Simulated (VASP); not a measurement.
Set up this calculation in VASP 6.6.1, as the native input.

```yaml
Task: relaxation of cell and atoms
Functional: PBE
Dispersion: D3(BJ)
Potentials_or_basis: VASP PAW PBE potentials, release 64 (S, Sn_d)
Cutoff: 600 eV
k_mesh: 12 × 12 × 1
Occupations: gaussian, width 0.03 eV
Spin: no spin polarisation
Further_INCAR_settings: ALGO = Normal; EDIFF = 1e-07; IBRION = 2; EDIFFG = -0.005; NSW = 90; ISIF = 3
```

The structure of SnS2 lies in POSCAR:

```
SnS2                                    
1.0
    3.6626056172      0.0000000000      0.0000000000
   -1.8313028086      3.1719095041      0.0000000000
    0.0000000000      0.0000000000     38.5380000000
  S               Sn            
     8     4
Direct
     0.6666666699999979    0.3333333300000021    0.2331354084159696
     0.3333333300000021    0.6666666699999979    0.3101119045432821
     0.6666666699999979    0.3333333300000021    0.3854236976994243
     0.3333333300000021    0.6666666699999979    0.4623112943516336
     0.6666666699999979    0.3333333300000021    0.5376887056483663
     0.3333333300000021    0.6666666699999979    0.6145763023005757
     0.6666666699999979    0.3333333300000021    0.6898880954567180
     0.3333333300000021    0.6666666699999979    0.7668645915840305
     0.0000000000000000    0.0000000000000000    0.2716497036853103
     0.0000000000000000    0.0000000000000000    0.4238670590043243
     0.0000000000000000    0.0000000000000000    0.5761329409956758
     0.0000000000000000    0.0000000000000000    0.7283502963146897
```

These files were run (other wordings do the same):

INCAR

```
PREC = Accurate
ENCUT = 600
EDIFF = 1E-7
ISMEAR = 0
SIGMA = 0.03
LREAL = F
LASPH = T
NELM = 80
ALGO = Normal
ISIF = 3
LWAVE = F
LCHARG = F
GGA = PE
IVDW = 12
IBRION = 2
NSW = 90
EDIFFG = -0.005
LATTICE_CONSTRAINTS = .TRUE. .TRUE. .FALSE.
KPAR = 8
```

KPOINTS

```
Automatic mesh
0
Gamma
  12 12 1
```

Potentials or basis: VASP PAW PBE potentials, release 64 (S, Sn_d).

Launch:

```sh
$ cat potpaw_PBE.64/S/POTCAR potpaw_PBE.64/Sn_d/POTCAR > POTCAR
$ mpirun -np 8 vasp_std > vasp.out
```

Results of the run:

- Relaxed volume: 37.38 Å³/atom
- Relaxed cell: a = 3.666 Å, b = 3.666 Å, c = 38.538 Å, α = 90.00°, β = 90.00°, γ = 120.00°
- Space group after relaxing (to 0.05 Å): P-3m1 (No. 164)
- Energy gained by relaxing: 0.1 meV/atom
- Ionic steps: 36
- Largest force after relaxing: 0.004 eV/Å
- Band gap on the k mesh: 1.42 eV, indirect (least direct gap 1.69 eV)
- Dispersion energy per atom: -0.303 eV

Caveat: spin-orbit coupling is left out, which moves the levels of the heavy elements.

Wall time 33 min on 8 MPI ranks on AMD EPYC 9R45 96-Core Processor (Zen 5), on a shared host, peak memory 0.99 GiB a rank.
